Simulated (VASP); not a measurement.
Runs of VASP 6.6.1 on HfO2. The structure is monoclinic, space group P2_1/c (No. 14). Conventional cell: a = 5.118 Å, b = 5.186 Å, c = 5.284 Å, α = 90.00°, β = 99.35°, γ = 90.00°. Around Hf (site symmetry 1) lie 7 O at 2.03 to 2.25 Å. O (site symmetry 1) is surrounded by 3 Hf at 2.03 to 2.12 Å. Around O (site symmetry 1) lie 4 Hf at 2.14 to 2.25 Å. 

```tsv
task	level	cell	cutoff (eV)	smearing	gap on the mesh (eV)	pressure (GPa)	relaxed volume (Å³/atom)	largest force (eV/Å)
single point	PBE	as given	520	gaussian 0.011 eV	4.16	2.7	-	0.46
relaxation of cell and atoms	revPBE	relaxed	600	fermi-dirac 0.05 eV	4.13	0.0	(a)	0.02
relaxation of cell and atoms	BLYP+D4	relaxed	600	fermi-dirac 0.05 eV	4.13	0.1	(b)	0.01
relaxation of cell and atoms	PW91	relaxed	600	fermi-dirac 0.05 eV	4.06	0.0	11.65	0.02
band structure	AM05	as given	520	fermi-dirac 0.05 eV	4.09	-4.6	-	0.42
```

Alike in all rows: potentials or basis VASP PAW PBE potentials, release 64 (Hf_pv, O); no spin polarisation; k mesh 5 × 5 × 5.

Fill in the values left out.

(a) 11.85; (b) 11.70.

Caveats: spin-orbit coupling is left out, which moves the levels of the heavy elements; an odd mesh through Γ misses points on the zone boundary, where band edges often lie (some runs); the PAW data sets were made with another functional, which shifts forces and pressure a little (some runs).

A k mesh can miss the band edges, and the runs leave out spin-orbit coupling on Hf.

Not every run made on this cell is shown here.
